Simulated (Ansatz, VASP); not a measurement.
**Zn2S: VASP beside Ansatz**

The input INCAR:

```
PREC = Accurate ; ENCUT = 520
EDIFF = 1E-6 ; ISMEAR = 0
SIGMA = 0.1 ; LREAL = False
LASPH = True ; NELM = 100
ALGO = Normal ; ISIF = 2
LWAVE = False ; LCHARG = False
GGA = PE ; NBANDS = 22
```

The input KPOINTS:

```
regular mesh
0
Gamma
  6 6 4
```

POSCAR

```
Zn2S
1.0
    3.8546106382      0.0000000000      0.0000000000
   -1.9273053191      3.3381907344      0.0000000000
    0.0000000000      0.0000000000      5.6507791478
Zn S
2 1
Direct
    0.6666666700      0.3333333300      0.5787350000
    0.3333333300      0.6666666700      0.9327170000
    0.3333333300      0.6666666700      0.3657050000
```

Input for Ansatz:

```yaml
crystal:
  lattice:
    - [3.8546106382, 0.0, 0.0]
    - [-1.9273053191, 3.3381907344, 0.0]
    - [0.0, 0.0, 5.6507791478]
  atoms:
    - { symbol: Zn, position: [0.66666667, 0.33333333, 0.578735] }
    - { symbol: Zn, position: [0.33333333, 0.66666667, 0.932717] }
    - { symbol: S, position: [0.33333333, 0.66666667, 0.365705] }
basis:
  ecutwfc: 420
kpoints:
  mp_grid: { grid: [6, 6, 4] }
hamiltonian:
  xc: pbe
scf:
  occupations: { method: gaussian, width: 0.1 }
output:
  forces: true
  stress: true
  eigenvalues: true
```

Alike in both runs: task single point; functional PBE; k mesh 6 × 6 × 4; occupations gaussian, width 0.1 eV; no spin polarisation.

```csv
,VASP,Ansatz
version,VASP 6.6.1,Ansatz 0.2.0
potentials or method,"VASP PAW PBE potentials, release 64 (Zn, S)","scalar-relativistic, plane waves, PAW"
plane-wave cutoff (eV),520,420
valence electrons in the cell,30,30
```

```csv
,VASP,Ansatz,Ansatz less VASP
pressure (GPa),-7.0,-6.9,+0.03
largest component of the traceless stress (GPa),2.36,2.38,+0.026
rms of the force components (eV/Å),0.250,0.254,+0.0042
```

Atom by atom the forces differ by 0.005 eV/Å (rms over components). The functional is the same, so the differences come from potentials, cutoffs and numerics.
